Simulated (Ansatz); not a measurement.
Wanted: the native input for an Ansatz 0.2.0 run.

```
Task                                : band structure
Functional                          : HSE06
Potentials or basis                 : Ansatz PAW
Cutoff                              : 420 eV (not typed: the program's choice for these potentials)
k mesh                              : 6 × 6 × 6
Occupations                         : fermi-dirac, width 0.05 eV
Spin                                : no spin polarisation
Path                                : [["G", "X", "W", "K", "G", "L", "U", "W", "L", "K"], ["U", "X"]]
Points for each segment of the path : 4
```

Crystal: Li2Se.

```xyz
3
Lattice="0.0000 3.0025 3.0025 3.0025 0.0000 3.0025 3.0025 3.0025 0.0000" Properties=species:S:1:pos:R:3 pbc="T T T"
Se    0.0000    0.0000    0.0000
Li    4.5038    4.5038    4.5038
Li    1.5012    1.5012    1.5012
```

One way to write it, as run:

input

```
crystal:
  lattice:
    - [0.0, 3.0025, 3.0025]
    - [3.0025, 0.0, 3.0025]
    - [3.0025, 3.0025, 0.0]
  atoms:
    - { symbol: Se, position: [0.0, 0.0, 0.0] }
    - { symbol: Li, position: [0.75, 0.75, 0.75] }
    - { symbol: Li, position: [0.25, 0.25, 0.25] }
hamiltonian:
  xc: hse06
  pseudopotentials: { kind: paw }
kpoints:
  mp_grid: { grid: [6, 6, 6] }
  band_path:
    path:
      - [[0.0, 0.0, 0.0], [0.5, 0.0, 0.5], [0.5, 0.25, 0.75], [0.375, 0.375, 0.75], [0.0, 0.0, 0.0], [0.5, 0.5, 0.5], [0.625, 0.25, 0.625], [0.5, 0.25, 0.75], [0.5, 0.5, 0.5], [0.375, 0.375, 0.75]]
      - [[0.625, 0.25, 0.625], [0.5, 0.0, 0.5]]
    npoints: 4
scf:
  occupations: { method: fermi_dirac, width: 0.05 }
  n_extra_bands: 7
output:
  forces: true
  stress: true
  eigenvalues: true
  fatbands: false
  write_density: true
  write_potential: true
  elf: true
  volumetric_format: npy
```

Results of the run:

The pressure is -0.6 GPa and the band gap on the k mesh is 3.82 eV, indirect (least direct gap 4.34 eV). The band gap along the path is 3.82 eV, indirect (least direct gap 4.34 eV).

Caveat: the PAW data sets come from PBE, with cores solved anew for the run's functional, which leaves a small shift of forces and pressure; the thresholds are loose for stress.

Run time: 83 s on 1 × NVIDIA H100 80GB HBM3 with 2 threads of AMD EPYC 7R13 Processor (Zen 3), with other jobs on the host, peak memory 2.5 GiB.
